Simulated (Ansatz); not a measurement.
A surface is cut from this relaxed crystal of Si2Mo:

Space group I4/mmm (No. 139). a = 3.217 Å, b = 3.217 Å, c = 7.873 Å, α = 90.00°, β = 90.00°, γ = 90.00°
| atom | site | symmetry | x | y | z |
| --- | --- | --- | --- | --- | --- |
| Si | 4e | 4mm | 0.0000 | 0.0000 | 0.3351 |
| Mo | 2a | 4/mmm | 0.0000 | 0.0000 | 0.0000 |

Miller indices refer to the conventional cell of I4/mmm (No. 139), a = 3.217 Å, b = 3.217 Å, c = 7.873 Å, α = 90.00°, β = 90.00°, γ = 90.00°.

Consider the (001) slab of 8 planes, 9.2 Å thick with 15 Å of vacuum as cut; outer planes Si (top) and Si (bottom), all atoms relaxed.

Method: DFT PBE, scalar-relativistic, plane waves, PAW in Ansatz. Cutoff 420 eV; k points 11×11×1 on the computed 8-atom cell (Γ-centred); Gaussian smearing, width 0.10 eV; no spin polarisation. A dipole correction removes the field between periodic images along c.

The slab isn't stoichiometric (Si3Mo), so its surface energy depends on the chemical potentials; it is given with the excess atoms taken from the element's standard state, a limit at which the compound may itself be unstable, so the figure can be too low. The work function read from the bulk's Fermi level differs by 0.41 eV, so the slab's middle doesn't match the bulk reference (too thin, or relaxed to another structure or magnetic state).

Question: Estimate the surface energy with the excess atoms taken from the elements.

Answer: 2.39 J/m².

Question: Estimate the work function.

Answer: 5.15 eV.

Question: The top two planes lie 1.340 Å apart in the bulk. How does relaxation change this?

Answer: The spacing becomes 1.304 Å (-2.7 %).